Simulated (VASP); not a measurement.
# Fe (Fmmm) in VASP: notebook, part 2 of 2

VASP 6.6.1. Earlier steps stand in the parts before.

## (4) Single point, PBEsol, collinear spin, ferromagnetic start

The input, INCAR:

```
SYSTEM = Fe
ADDGRID = .False.
ALGO = Normal
EDIFF = 1E-6
ENCUT = 400
GGA = PS
ISIF = 2
ISMEAR = -1
ISPIN = 2
LASPH = .True.
LCHARG = .False.
LMAXMIX = 4
LORBIT = 11
LREAL = .False.
LWAVE = .False.
MAGMOM = 3
NELM = 100
PREC = Accurate
SIGMA = 0.15
```

The input, KPOINTS:

```
k-points
0
Gamma
  12 12 12
  0 0 0
```

The input, POSCAR:

```
Fe
1.0
    0.0000000000      1.9417396906      1.9651051623
    1.4984397099      0.0000000000      1.9651051623
    1.4984397099      1.9417396906      0.0000000000
Fe
1
Direct
    0.0000000000      0.0000000000      0.0000000000
```

Potentials or basis: VASP PAW PBE potentials, release 64 (Fe).

Launch:

```bash
> cat potpaw_PBE.64/Fe/POTCAR > POTCAR
> mpirun -np 1 vasp_std > vasp.out
```

OUTCAR:

```text
SYSTEM = Fe
   EDIFF = 1E-6
   ENCUT = 400
   GGA = PS
   ISIF = 2
   ISMEAR = -1
   ISPIN = 2
   LASPH = .True.
   LORBIT = 11
   LREAL = .False.
   NELM = 100
   PREC = Accurate

 Found    280 irreducible k-points:

 Following reciprocal coordinates:
            Coordinates               Weight
  0.000000  0.000000  0.000000      1.000000
  0.083333 -0.000000 -0.000000      8.000000
  0.166667 -0.000000 -0.000000      8.000000
  0.250000 -0.000000 -0.000000      8.000000
  0.333333 -0.000000  0.000000      8.000000
  0.416667 -0.000000 -0.000000      8.000000
   k-points           NKPTS =    280   k-points in BZ     NKDIM =    280   number of bands    NBANDS=     10
   number of dos      NEDOS =    301   number of ions     NIONS =      1
   total plane-waves  NPLWV =   4608
   dimension x,y,z NGX =    18 NGY =   16 NGZ =   16
   dimension x,y,z NGXF=    36 NGYF=   32 NGZF=   32
   ions per type =               1
   NGX,Y,Z   is equivalent  to a cutoff of  10.83, 10.76, 10.84 a.u.
   NGXF,Y,Z  is equivalent  to a cutoff of  21.66, 21.53, 21.69 a.u.
 SYSTEM =  Fe
   PREC   = accura    normal or accurate (medium, high low for compatibility)
   ISTART =      0    job   : 0-new  1-cont  2-samecut
   ICHARG =      2    charge: 1-file 2-atom 10-const
[... 212 lines left out ...]
  band No.  band energies     occupation
      1       1.7794      1.00000
      2       4.2983      0.99988
      3       5.4730      0.76604
      4       6.7474      0.00067
      5       7.4593      0.00001
      6       7.9582      0.00000
      7      15.2593      0.00000
      8      24.8846      0.00000
      9      27.6466      0.00000
     10      30.2226      0.00000

 [... further k-points ...]

------------------------ aborting loop because EDIFF is reached ----------------------------------------

  FORCE on cell =-STRESS in cart. coord.  units (eV):
  Direction    XX          YY          ZZ          XY          YZ          ZX
  --------------------------------------------------------------------------------------
  -------------------------------------------------------------------------------------
  Total       -1.0872506     -0.4631092     -0.6083510      0.0000000      0.0000000      0.0000000
  in kB     -152.3330610    -64.8855372    -85.2351459      0.0000000      0.0000000      0.0000000
  external PRESSURE =    -100.8179147 kB  Pullay stress =       0.0000000 kB

 VOLUME and BASIS-vectors are now :
 -----------------------------------------------------------------------------
  energy-cutoff  :      400.00
  volume of cell :       11.44
      direct lattice vectors                 reciprocal lattice vectors
     0.000000000  1.941739691  1.965105162    -0.333680426  0.257501045  0.254439309
     1.498439710  0.000000000  1.965105162     0.333680426 -0.257501045  0.254439309
     1.498439710  1.941739691  0.000000000     0.333680426  0.257501045 -0.254439309

 POSITION                                       TOTAL-FORCE (eV/Angst)
 -----------------------------------------------------------------------------------
      0.00000      0.00000      0.00000         0.000000      0.000000      0.000000
 -----------------------------------------------------------------------------------
    total drift:                                0.000000      0.000000      0.000000

  FREE ENERGIE OF THE ION-ELECTRON SYSTEM (eV)
  ---------------------------------------------------
  free  energy   TOTEN  =        -8.9180609926 eV

  energy  without entropy=       -8.8445090310  energy(sigma->0) =       -8.88128501

 total charge

# of ion       s       p       d       tot
------------------------------------------
    1        0.488   0.539   6.231   7.259

 magnetization (x)

# of ion       s       p       d       tot
------------------------------------------
    1       -0.013  -0.048   2.254   2.193
```

OSZICAR:

```text
N       E                     dE             d eps       ncg     rms          rms(c)
DAV:   1     0.125468925234E+02    0.12547E+02   -0.34823E+03 12140   0.795E+02
DAV:   2    -0.962702139645E+01   -0.22174E+02   -0.20358E+02 11304   0.117E+02
DAV:   3    -0.999831503268E+01   -0.37129E+00   -0.37015E+00 12472   0.194E+01
DAV:   4    -0.999976729994E+01   -0.14523E-02   -0.14521E-02 12098   0.109E+00
DAV:   5    -0.999977845380E+01   -0.11154E-04   -0.11154E-04 12264   0.944E-02    0.121E+01
DAV:   6    -0.900916126224E+01    0.99062E+00   -0.13030E+01 12200   0.540E+01    0.551E+00
DAV:   7    -0.893313913890E+01    0.76022E-01   -0.79455E-01 12282   0.129E+01    0.320E+00
DAV:   8    -0.892575245491E+01    0.73867E-02   -0.67896E-03 13752   0.614E-01    0.135E+00
DAV:   9    -0.891809815538E+01    0.76543E-02   -0.83870E-03 14444   0.615E-01    0.327E-01
DAV:  10    -0.891800032343E+01    0.97832E-04   -0.40471E-04 12362   0.317E-01    0.102E-01
DAV:  11    -0.891805597391E+01   -0.55650E-04   -0.25606E-04 12998   0.179E-01    0.375E-02
DAV:  12    -0.891805765271E+01   -0.16788E-05   -0.38846E-06 11752   0.308E-02    0.139E-02
DAV:  13    -0.891806303231E+01   -0.53796E-05   -0.22844E-06  8216   0.130E-02    0.105E-02
DAV:  14    -0.891806046543E+01    0.25669E-05   -0.69450E-07  5746   0.101E-02    0.270E-03
DAV:  15    -0.891806099263E+01   -0.52720E-06   -0.18426E-08  5678   0.178E-03
   1 F= -.89180610E+01 E0= -.88812850E+01  d E =-.735520E-01  mag=     2.2046
```

It took 42 s on 1 thread of Intel Xeon Platinum 8259CL at 2.50GHz (Skylake/Cascade Lake), shared host; peak memory 0.15 GiB.

These settings aren't checked as converged: the numbers below hold their error.

What came out:

```
Free energy                                           : -8.9181 eV
Pressure                                              : -10.1 GPa
Band gap on the k mesh                                : none (metal or under the smearing width)
Net moment                                            : 2.20 μB per cell
Site moments                                          : Fe +2.19 μB
Valence electrons inside the program's atomic spheres : Fe 7.26
```

Caveat: the PAW data sets were made with another functional, which shifts forces and pressure a little.

## (5) Single point, PBEsol, collinear spin, ferromagnetic start

INCAR: that of step 4 with these lines changed.

```diff
@@ -4,3 +4,3 @@
 EDIFF = 1E-6
-ENCUT = 400
+ENCUT = 300
 GGA = PS
```

The input, KPOINTS:

```
k-points
0
Gamma
  14 14 14
  0 0 0
```

POSCAR is that of step 4.

Launch:

```bash
> cat potpaw_PBE.64/Fe/POTCAR > POTCAR
> mpirun -np 1 vasp_std > vasp.out
```

It took 48 s on 1 thread of Intel Xeon Platinum 8259CL at 2.50GHz (Skylake/Cascade Lake), shared host; peak memory 0.15 GiB.

The run converged, but some of its settings lie outside the range that counts as converged, so its numbers aren't taken as properties of the crystal.

What came out:

```
Free energy                                           : -8.9261 eV
Band gap on the k mesh                                : none (metal or under the smearing width)
Net moment                                            : 2.21 μB per cell
Site moments                                          : Fe +2.19 μB
Valence electrons inside the program's atomic spheres : Fe 7.25
```

Caveat: the cutoff is under 1.25 times the usual one of these potentials, so pressure, stress and relaxed cells hold a basis-set (Pulay) error; the PAW data sets were made with another functional, which shifts forces and pressure a little.
